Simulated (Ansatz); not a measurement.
A relaxed cell of Al is given with its symmetry left out. The cell was found from a structure generator's guess, not taken from experiment.

Computed with DFT PBE, scalar-relativistic, plane waves, PAW in Ansatz 0.2.0. Cutoff 420 eV, Γ-centred mesh, Gaussian smearing, no spin polarisation.

```
Al
1.0
     0.00000    3.74178    3.74178
     3.74178    0.00000    3.74178
     3.74178    3.74178    0.00000
Al
6
Direct
  0.50000 0.50000 0.50000
  0.75000 0.75000 0.75000
  0.12500 0.62500 0.12500
  0.62500 0.12500 0.12500
  0.12500 0.12500 0.12500
  0.12500 0.12500 0.62500
```

Energies count from the standard state of Al at the same level.

Question: Find its symmetry and describe it.

Answer: Fd-3m (No. 227). Conventional cell: a = 7.484 Å. Al on a site of symmetry -43m is surrounded by 16 Al at 3.10–3.24 Å; Al on a site of symmetry -3m has 6 Al at 2.65 Å and 6 Al at 3.10 Å.

Question: How far does it lie from the standard state of Al?

Answer: +0.16 eV/atom. It lies above the standard state, so it could only be metastable.

Question: Is it a metal?

Answer: Yes, bands cross the Fermi level on the 10×10×10 mesh.

The last run used a 10×10×10 mesh for its 6-atom cell and Gaussian smearing of 0.10 eV. Symmetry constrained the relaxation, so the result can be a saddle point.
